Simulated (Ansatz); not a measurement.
GaN:

```
Ga N
1.0
     3.18000    0.00000    0.00000
    -1.59000    2.75396    0.00000
     0.00000    0.00000    5.16600
Ga N
2 2
Direct
  0.66667 0.33333 0.50000
  0.33333 0.66667 0.00000
  0.66667 0.33333 0.87500
  0.33333 0.66667 0.37500
```

* Program: Ansatz 0.2.0
* Task: relaxation of cell and atoms
* Functional: RPBE
* Dispersion: D3(BJ)
* Potentials or basis: Ansatz PAW
* Cutoff: 420 eV (not typed: the program's choice for these potentials)
* k mesh: 10 × 10 × 5
* Occupations: fermi-dirac, width 0.05 eV
* Spin: no spin polarisation

At the start: volume 11.31 Å³/atom.

Problem. How do energy, volume and symmetry change on relaxing?

Solution. It ends after 8 steps and the volume is 10.84 Å³/atom (-4.2 %); space group P6_3mc (No. 186, to 0.05 Å).

The path:
```tsv
step	energy change (eV)	largest force (eV/Å)	volume (Å³)
1	0.0000	0.1528	45.24
2	-0.0463	0.1029	44.10
3	-0.0571	0.0237	43.31
4	-0.0571	0.0096	43.35
5	-0.0571	0.0016	43.38
6	-0.0524	0.0016	43.38
7	-0.0525	0.0001	43.35
8	-0.0524	0.0001	43.35
```

Final structure:
```xyz
4
Lattice="3.1339 0.0000 0.0000 -1.5669 2.7140 0.0000 0.0000 0.0000 5.0963" Properties=species:S:1:pos:R:3 pbc="T T T"
Ga    1.5669    0.9047    2.5430
Ga    0.0000    1.8093   -0.0051
N     1.5669    0.9047    4.4644
N     0.0000    1.8093    1.9163
```

Caveat: the plane-wave basis is chosen anew once the cell has moved, so the energies of steps on either side of that aren't comparable; the pressure holds a Pulay correction of +0.5 GPa for the finite cutoff; the PAW data sets come from PBE, with cores solved anew for the run's functional, which leaves a small shift of forces and pressure.
